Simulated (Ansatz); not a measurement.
**Ge (lonsdaleite): gap against strain (uniaxial along z, other directions held)**

Ge (lonsdaleite), relaxed with r2SCAN in Ansatz 0.2.0, then strained (uniaxial along z, other directions held; changes of length per length, axes as in the cell below) with the atoms relaxed again within the symmetry that is left. The symmetry is P6_3/mmc (No. 194, hexagonal); a = 3.998 Å, c = 6.593 Å in the conventional setting, 22.81 Å³ an atom. Ge has 4 Ge at 2.45–2.47 Å. Spin-unpolarised throughout; all numbers are computed.

```
Ge
1.0
     3.99762    0.00000    0.00000
    -1.99881    3.46204    0.00000
     0.00000    0.00000    6.59282
Ge
4
Direct
  0.33333 0.66667 0.00037
  0.66667 0.33333 0.50037
  0.33333 0.66667 0.37463
  0.66667 0.33333 0.87463
```

Gaps are the least over each mesh (HSE06 6×6×4 when unstrained) and the special points, which keep their unstrained names.

| strain (%) | gap, HSE06 (eV) | edges, HSE06 |
| --- | --- | --- |
| -3.0 | 0.128 | Γ |
| -2.0 | 0.217 | Γ |
| -1.0 | 0.301 | Γ |
| 0.0 | 0.380 | Γ |
| +0.38 | 0.409 | Γ |
| +1.0 | 0.455 | Γ |
| +2.0 | 0.372 | Γ |
| +3.0 | 0.207 | Γ |
| +4.0 | 0.031 | Γ |

Between zero and the nearest strains the slope of the HSE06 gap against strain is +0.079 eV per percent for negative and +0.076 for positive strain.

The runs are scalar-relativistic, without spin-orbit coupling.

Gaps or overlaps of about a tenth of an eV are at the limit of these meshes: between the points read a gap can be smaller or closed.

The meshes of the hybrids are coarse, so their gaps aren't converged to the digits shown.
